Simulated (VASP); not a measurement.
Set up this calculation in VASP 6.6.1, as the native input.

```yaml
Task: single point
Functional: HSE(alpha, omega)
Potentials_or_basis: VASP PAW PBE potentials, release 64 (Zr_sv, S)
Cutoff: 520 eV
k_mesh: 5 × 5 × 5
Occupations: fermi-dirac, width 0.05 eV
Spin: no spin polarisation
Screening_parameter: 0.4
Grid_for_exact_exchange_PRECFOCK: Fast
Further_INCAR_settings: ALGO = Normal; EDIFF = 1e-06
```

Crystal: ZrS.

```
CELL_PARAMETERS angstrom
0.00000 2.62500 2.62500
2.62500 0.00000 2.62500
2.62500 2.62500 0.00000
ATOMIC_POSITIONS crystal
Zr 0.00000 0.00000 0.00000
S 0.50000 0.50000 0.50000
```

These files were run (other wordings do the same):

POSCAR

```
ZrS
1.0
    0.0000000000      2.6250000000      2.6250000000
    2.6250000000      0.0000000000      2.6250000000
    2.6250000000      2.6250000000      0.0000000000
Zr S
1 1
Direct
    0.0000000000      0.0000000000      0.0000000000
    0.5000000000      0.5000000000      0.5000000000
```

INCAR.step1

```
ALGO = Normal
EDIFF = 1E-5
ENCUT = 520
GGA = PE
ISIF = 2
ISMEAR = -1
LASPH = T
LREAL = F
LWAVE = T
NELM = 60
PREC = Accurate
SIGMA = 0.05
```

INCAR.step2

```
AEXX = 0.25
ALGO = Normal
EDIFF = 1E-6
ENCUT = 520
GGA = PE
HFSCREEN = 0.4
ISIF = 2
ISMEAR = -1
ISTART = 1
LASPH = T
LCHARG = F
LHFCALC = T
LREAL = F
LWAVE = F
NELM = 60
PREC = Accurate
PRECFOCK = Fast
SIGMA = 0.05
```

KPOINTS

```
k-points
0
Gamma
  5 5 5
```

Potentials or basis: VASP PAW PBE potentials, release 64 (Zr_sv, S).

The run is started by

```console
$ cat potpaw_PBE.64/Zr_sv/POTCAR potpaw_PBE.64/S/POTCAR > POTCAR
$ cp INCAR.step1 INCAR
$ mpirun -np 1 vasp_std > vasp.out
$ cp INCAR.step2 INCAR
$ mpirun -np 1 vasp_std > vasp.out
```

It gave:

* Pressure: -4.7 GPa

Caveat: the k mesh is coarse (spacing up to 0.41 Å⁻¹), so the values aren't converged, least of all with exact exchange; the PAW data sets were made with another functional, which shifts forces and pressure a little.

It took 3 min on 1 thread of Intel(R) Xeon(R) 6975P-C (Granite Rapids) (shared host), peak memory 0.26 GiB.
